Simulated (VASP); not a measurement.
# BN (P6_3/mmc) in VASP: phonons with PBE+D4

Aim: the phonons of BN with PBE+D4.

All numbers are computed with VASP 6.6.1; they aren't measurements. Logs are shortened: lines on timing, memory, paths and dates and some standing lists are left out, and cuts for length are marked.

## Step 1: The crystal as given

The structure is hexagonal, space group P6_3/mmc (No. 194). Conventional cell: a = 2.507 Å, b = 2.507 Å, c = 6.557 Å, α = 90.00°, β = 90.00°, γ = 120.00°. B (site symmetry -6m2) is surrounded by 3 N at 1.45 Å. N (site symmetry -6m2) has 3 B at 1.45 Å as nearest neighbours.

The cell was built by a generator and needn't be a form met in nature.

## Step 2: Phonons, PBE+D4

File INCAR:

```
SYSTEM = BN
PREC = Accurate
ENCUT = 520
EDIFF = 1E-8
ISMEAR = 0
SIGMA = 0.01
LREAL = .False.
LASPH = .True.
NELM = 100
ALGO = Normal
ISIF = 2
LWAVE = .False.
LCHARG = .False.
GGA = PE
IVDW = 13
NBANDS = 16
IBRION = 6
NFREE = 2
POTIM = 0.015
NSW = 1
```

File KPOINTS:

```
Automatic mesh
0
Gamma
  12 12 4
  0 0 0
```

File POSCAR:

```
BN
1.0
    2.5071021214      0.0000000000      0.0000000000
   -1.2535510607      2.1712141270      0.0000000000
    0.0000000000      0.0000000000      6.5573237398
B N
2 2
Direct
    0.3333333333      0.6666666667      0.2500000000
    0.6666666667      0.3333333333      0.7500000000
    0.6666666667      0.3333333333      0.2500000000
    0.3333333333      0.6666666667      0.7500000000
```

Potentials or basis: VASP PAW PBE potentials, release 64 (B, N).

Command:

```bash
cat potpaw_PBE.64/B/POTCAR potpaw_PBE.64/N/POTCAR > POTCAR
mpirun -np 1 vasp_std > vasp.out
```

OUTCAR:

```text
SYSTEM = BN
   PREC = Accurate
   ENCUT = 520
   EDIFF = 1E-8
   ISMEAR = 0
   LREAL = .False.
   LASPH = .True.
   NELM = 100
   ISIF = 2
   GGA = PE
   IVDW = 13
   IBRION = 6
   NFREE = 2
   POTIM = 0.015
   NSW = 1

 ion  position               nearest neighbor table
   1  0.333  0.667  0.250-   3 1.45   3 1.45   3 1.45
   2  0.667  0.333  0.750-   4 1.45   4 1.45   4 1.45
   3  0.667  0.333  0.250-   1 1.45   1 1.45   1 1.45
   4  0.333  0.667  0.750-   2 1.45   2 1.45   2 1.45

  LATTYP: Found a hexagonal cell.
 ALAT       =     2.5071021214
 C/A-ratio  =     2.6154992586

  Lattice vectors:

 A1 = (   2.5071021214,   0.0000000000,   0.0000000000)
 A2 = (  -1.2535510607,   2.1712141270,   0.0000000000)
 A3 = (   0.0000000000,   0.0000000000,   6.5573237398)

Analysis of symmetry for initial positions (statically):
=====================================================================
 Subroutine PRICEL returns:
 Original cell was already a primitive cell.

 Routine SETGRP: Setting up the symmetry group for a
 hexagonal supercell.

 Subroutine GETGRP returns: Found 24 space group operations
 (whereof 12 operations were pure point group operations)
 out of a pool of 24 trial point group operations.

The static configuration has the point symmetry D_3d.
 The point group associated with its full space group is D_6h.

Analysis of symmetry for dynamics (positions and initial velocities):
=====================================================================
 Subroutine PRICEL returns:
 Original cell was already a primitive cell.

 Routine SETGRP: Setting up the symmetry group for a
 hexagonal supercell.

 Subroutine GETGRP returns: Found 24 space group operations
 (whereof 12 operations were pure point group operations)
 out of a pool of 24 trial point group operations.

The dynamic configuration has the point symmetry D_3d.
 The point group associated with its full space group is D_6h.

 Subroutine INISYM returns: Found 24 space group operations
 (whereof 12 operations are pure point group operations),
 and found     1 'primitive' translations

----------------------------------------------------------------------------------------

                                     Primitive cell

  volume of cell :      35.6945

  direct lattice vectors                    reciprocal lattice vectors
     2.507102121  0.000000000  0.000000000     0.398866880  0.230285900  0.000000000
    -1.253551061  2.171214127  0.000000000     0.000000000  0.460571801  0.000000000
     0.000000000  0.000000000  6.557323740     0.000000000  0.000000000  0.152501240

  length of vectors
     2.507102121  2.507102121  6.557323740     0.460571801  0.460571801  0.152501240

  position of ions in fractional coordinates (direct lattice)
     0.333333333  0.666666667  0.250000000
     0.666666667  0.333333333  0.750000000
     0.666666667  0.333333333  0.250000000
     0.333333333  0.666666667  0.750000000

  ion indices of the primitive-cell ions
   primitive index   ion index
                 1           1
                 2           2
                 3           3
                 4           4

----------------------------------------------------------------------------------------

 KPOINTS: Automatic mesh

Automatic generation of k-mesh.
 Grid dimensions read from file:
 generate k-points for:   12   12    4

 Generating k-lattice:

  Cartesian coordinates                     Fractional coordinates (reciprocal lattice)
     0.033238907  0.019190492  0.000000000     0.083333333 -0.000000000  0.000000000
     0.000000000  0.038380983  0.000000000     0.000000000  0.083333333  0.000000000
     0.000000000  0.000000000  0.038125310     0.000000000  0.000000000  0.250000000

  Length of vectors
     0.038380983  0.038380983  0.038125310

  Shift w.r.t. Gamma in fractional coordinates (k-lattice)
     0.000000000  0.000000000  0.000000000

 Subroutine IBZKPT returns following result:
 ===========================================

 Found     57 irreducible k-points:

 Following reciprocal coordinates:
            Coordinates               Weight
  0.000000  0.000000  0.000000      1.000000
  0.083333  0.000000  0.000000      6.000000
  0.166667  0.000000  0.000000      6.000000
  0.250000  0.000000  0.000000      6.000000
  0.333333  0.000000  0.000000      6.000000
  0.416667  0.000000  0.000000      6.000000
[... 16 lines left out ...]
  0.250000  0.000000  0.250000     12.000000
  0.333333  0.000000  0.250000     12.000000
 [... further k-points ...]
   k-points           NKPTS =     57   k-points in BZ     NKDIM =     57   number of bands    NBANDS=     16
   number of dos      NEDOS =    301   number of ions     NIONS =      4
   total plane-waves  NPLWV =  20000
   dimension x,y,z NGX =    20 NGY =   20 NGZ =   50
   dimension x,y,z NGXF=    40 NGYF=   40 NGZF=  100
   ions per type =               2   2
   NGX,Y,Z   is equivalent  to a cutoff of  13.26, 13.26, 12.68 a.u.
   NGXF,Y,Z  is equivalent  to a cutoff of  26.52, 26.52, 25.35 a.u.
 SYSTEM =  BN
   PREC   = accura    normal or accurate (medium, high low for compatibility)
   ISTART =      0    job   : 0-new  1-cont  2-samecut
   ICHARG =      2    charge: 1-file 2-atom 10-const
   ISPIN  =      1    spin polarized calculation?
   LNONCOLLINEAR =      F non collinear calculations
   LSORBIT =      F    spin-orbit coupling
   LASPH  =      T    aspherical Exc in radial PAW
   ENCUT  =  520.0 eV  38.22 Ry    6.18 a.u.   4.66  4.66 12.19*2*pi/ulx,y,z
   NELM   =    100;   NELMIN=  2; NELMDL= -5     # of ELM steps
   EDIFF  = 0.1E-07   stopping-criterion for ELM
   LREAL  =      F    real-space projection
   EDIFFG = 0.1E-06   stopping-criterion for IOM
   NSW    =     85    number of steps for IOM
   IBRION =      6    ionic relax: 0-MD 1-quasi-New 2-CG
   NFREE  =      2    steps in history (QN), initial steepest desc. (CG)
   ISIF   =      2    stress and relaxation
   ISYM   =      2    0-nonsym 1-usesym 2-fastsym
   POTIM  = 0.0150    time-step for ionic-motion
   TEBEG  =    0.0;   TEEND  =   0.0 temperature during run
   PSTRESS=    0.0 pullay stress
   NELECT =      16.0000    total number of electrons
   NUPDOWN=      -1.0000    fix difference up-down
   EMIN   =  10.00;   EMAX   =-10.00  energy-range for DOS
   EFERMI =   0.00;   METHOD = LEGACY
   ISMEAR =     0;   SIGMA  =   0.01  broadening in eV -4-tet -1-fermi 0-gaus
   EFERMI_NEDOS =   21; number of points for ismear=-14 and -15
   IALGO  =     38    algorithm
   IMIX   =      4    mixing-type and parameters
     AMIX     =   0.40;   BMIX     =  1.00
     AMIX_MAG =   1.60;   BMIX_MAG =  1.00
  volume/ion in A,a.u.               =       8.92        60.22
  Fermi-wavevector in a.u.,A,eV,Ry     =   1.252894  2.367627 21.357661  1.569744
  Thomas-Fermi vector in A             =   2.386773
   LORBIT       =      0    0 simple, 1 ext, 2 COOP (PROOUT), +10 PAW based schemes
   GGA     = PE    functional components
   LHFCALC =     F    Hartree Fock is set to
   AEXX    =    0.0000 exact exchange contribution
   IVDW    =    13    specifies the selected vdW correction
   LEPSILON=     F    determine dielectric tensor
   LRPA    =     F    only Hartree local field effects (RPA)
 finite differences with symmetry
 non-spin polarized calculation
 Gauss-broadening in eV      SIGMA  =   0.01
  energy-cutoff  :      520.00
  volume of cell :       35.69
 maximum number of plane-waves:       985
 NGX is ok and might be reduce to    20
   NGX =  9   NGY =  9   NGZ = 25

--------------------------------------- Ionic step        1  -------------------------------------------

 number of electron      15.9999997 magnetization

 Free energy of the ion-electron system (eV)
  ---------------------------------------------------
  ext. energy  EPLUGINS =         0.00000000
  ---------------------------------------------------
  free energy    TOTEN  =       -35.14552764 eV

  energy without entropy =      -35.14552764  energy(sigma->0) =      -35.14552764

------------------------ aborting loop because EDIFF is reached ----------------------------------------

  DFT-D4 for vdW energy calculation

  Edisp (eV):   -0.65031
[... 327 lines left out ...]
--------------------------------------- Ionic step        9  -------------------------------------------

 number of electron      15.9999998 magnetization

 Free energy of the ion-electron system (eV)
  ---------------------------------------------------
  ext. energy  EPLUGINS =         0.00000000
  ---------------------------------------------------
  free energy    TOTEN  =       -35.14399586 eV

  energy without entropy =      -35.14399586  energy(sigma->0) =      -35.14399586

 E-fermi :   2.4348     XC(G=0): -10.1457

 val. band max:        2.3685835809   @ k =   0.3333   0.2500   0.0000
 cond. band min:       6.6107807828   @ k =   0.5000   0.0000   0.0000
 fundamental gap:      4.2421972019
 Fermi energy:         2.4347995813

 k-point     1 :       0.0000    0.0000    0.0000
  band No.  band energies     occupation
      1     -15.4312      2.00000
      2     -15.1069      2.00000
      3      -3.8923      2.00000
      4      -1.6311      2.00000
      5       1.0245      2.00000
      6       1.0245      2.00000
[... 433 lines left out ...]
      3      -4.5219      2.00000
      4      -4.4565      2.00000
      5      -1.2160      2.00000
      6      -1.1668      2.00000
[... 8 lines left out ...]
     15      19.1764      0.00000
     16      20.8630      0.00000

 [... further k-points ...]

------------------------ aborting loop because EDIFF is reached ----------------------------------------

  DFT-D4 for vdW energy calculation

  Edisp (eV):   -0.65031
[... 27 lines left out ...]
  FREE ENERGIE OF THE ION-ELECTRON SYSTEM (eV)
  ---------------------------------------------------
  free  energy   TOTEN  =       -35.7943055757 eV

  energy  without entropy=      -35.7943055757  energy(sigma->0) =      -35.79430558

 INTERNAL STRAIN TENSORS FROM DISPLACED ATOMS
 ============================================

 INTERNAL STRAIN TENSOR FOR ION    1 for displacements in x,y,z  (eV/Angst):
          X           Y           Z          XY          YZ          ZX
  --------------------------------------------------------------------------------
  x     0.00000     0.00000     0.00000   -12.24664     0.00000     0.00000
  y   -12.24664    12.24664    -0.00000     0.00000     0.00000     0.00000
  z    -0.00000     0.00000     0.00000     0.00000     0.00000     0.00000

 INTERNAL STRAIN TENSOR FOR ION    4 for displacements in x,y,z  (eV/Angst):
          X           Y           Z          XY          YZ          ZX
  --------------------------------------------------------------------------------
  x     0.00000    -0.00000     0.00000   -12.43778     0.00000     0.00000
  y   -12.43778    12.43778     0.00000     0.00000     0.00000     0.00000
  z     0.00000     0.00000     0.00000     0.00000     0.00000     0.00000

 Eigenvectors and eigenvalues of the dynamical matrix
 ----------------------------------------------------

   1 f  =   40.466022 THz   254.255514 2PiTHz 1349.801196 cm-1   167.353944 meV
             X         Y         Z           dx          dy          dz
     -0.000000  1.447476  1.639331    -0.530860   -0.000001   -0.000000
      1.253551  0.723738  4.917993     0.530860    0.000001    0.000000
      1.253551  0.723738  1.639331     0.467106    0.000001    0.000000
     -0.000000  1.447476  4.917993    -0.467106   -0.000001    0.000000
[... 50 lines left out ...]
   9 f  =    1.433476 THz     9.006794 2PiTHz   47.815605 cm-1     5.928377 meV
             X         Y         Z           dx          dy          dz
     -0.000000  1.447476  1.639331    -0.000561    0.467106    0.000000
      1.253551  0.723738  4.917993     0.000561   -0.467106    0.000000
      1.253551  0.723738  1.639331    -0.000638    0.530859    0.000000
     -0.000000  1.447476  4.917993     0.000638   -0.530859    0.000000

  10 f/i=    0.000898 THz     0.005641 2PiTHz    0.029948 cm-1     0.003713 meV
             X         Y         Z           dx          dy          dz
     -0.000000  1.447476  1.639331     0.466304    0.020203   -0.000000
      1.253551  0.723738  4.917993     0.466304    0.020203   -0.000000
      1.253551  0.723738  1.639331     0.530683    0.022992   -0.000000
     -0.000000  1.447476  4.917993     0.530683    0.022992   -0.000000

  11 f/i=    0.000898 THz     0.005641 2PiTHz    0.029948 cm-1     0.003713 meV
             X         Y         Z           dx          dy          dz
     -0.000000  1.447476  1.639331    -0.020203    0.466304   -0.000000
      1.253551  0.723738  4.917993    -0.020203    0.466304   -0.000000
      1.253551  0.723738  1.639331    -0.022992    0.530683   -0.000000
     -0.000000  1.447476  4.917993    -0.022992    0.530683   -0.000000

  12 f/i=    0.002977 THz     0.018704 2PiTHz    0.099295 cm-1     0.012311 meV
             X         Y         Z           dx          dy          dz
     -0.000000  1.447476  1.639331     0.000000    0.000000    0.466682
      1.253551  0.723738  4.917993     0.000000    0.000000    0.466682
      1.253551  0.723738  1.639331     0.000000    0.000000    0.531233
     -0.000000  1.447476  4.917993     0.000000    0.000000    0.531233

 ELASTIC MODULI CONTR FROM IONIC RELAXATION (kBar)
 Direction    XX          YY          ZZ          XY          YZ          ZX
 --------------------------------------------------------------------------------
 XX        -347.0223    347.0223      0.0000      0.0000      0.0000      0.0000
 YY         347.0223   -347.0223     -0.0000     -0.0000      0.0000      0.0000
 ZZ           0.0000     -0.0000     -0.0000     -0.0000      0.0000      0.0000
 XY           0.0000     -0.0000     -0.0000   -347.0223      0.0000      0.0000
 YZ           0.0000      0.0000      0.0000      0.0000      0.0000      0.0000
 ZX           0.0000      0.0000      0.0000      0.0000      0.0000      0.0000
 --------------------------------------------------------------------------------
```

Run time: 3.5 min. Hardware: 1 thread of Intel Xeon Platinum 8559C (Emerald Rapids), shared host; peak memory 0.31 GiB.

What came out:

```yaml
Highest_phonon_frequency_at_Γ_LO-TO_splitting_left_out: 1350 cm⁻¹
Dispersion_energy_per_atom: -0.163 eV
```

Phonon frequencies in cm⁻¹ (negative: imaginary):
```tsv
q point	frequencies
(0.000, 0.000, 0.000)	0 0 0 48 48 123 741 796 1350 1350 1350 1350
```
